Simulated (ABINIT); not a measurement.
**PbS: single point with HSE06**

PbS:

```
CELL_PARAMETERS angstrom
3.65366 0.00000 0.00000
0.00000 3.65366 0.00000
0.00000 0.00000 3.65366
ATOMIC_POSITIONS crystal
Pb 0.00000 0.00000 0.00000
S 0.50000 0.50000 0.50000
```

Measurements of this composition are mostly on another form, of space group No. 225.

```json
{"Program": "ABINIT 10.8.3 (patched build)", "Task": "single point", "Functional": "HSE06", "Potentials or basis": "SPMS NC PBE v1.0", "Cutoff": "490 eV", "k mesh": "6 × 6 × 6", "Occupations": "fixed", "Spin": "no spin polarisation", "Most SCF steps": "60"}
```

- Pressure: -1.9 GPa
- Band gap on the k mesh: none (metal or under the smearing width)
- Valence electrons inside the program's atomic spheres: Pb 9.69; S 3.85

Levels at points of the mesh, in eV from the Fermi level:
```tsv
k point	band 7	band 8	band 9	band 10	band 11	band 12
(0.00, 0.00, 0.00)	-7.37	-1.85	-1.85	-1.85	6.42	6.42
(0.50, 0.00, 0.00)	-9.96	-0.54	-0.54	-0.14	0.60	4.35
(0.50, 0.50, 0.00)	-8.00	-4.95	-4.95	-0.34	4.82	4.82
(0.50, 0.50, 0.50)	-6.63	-2.58	-2.58	-2.58	-0.27	-0.27
```

Run time: 11 min on 8 MPI ranks on Arm Neoverse V2, with other jobs on the host, peak memory 0.88 GiB a rank.

Caveat: Libxc's HSE differs a little from that of other programs; the potentials were made for another functional, which shifts forces and pressure. Spin-orbit coupling is left out, which matters for the levels of Pb.
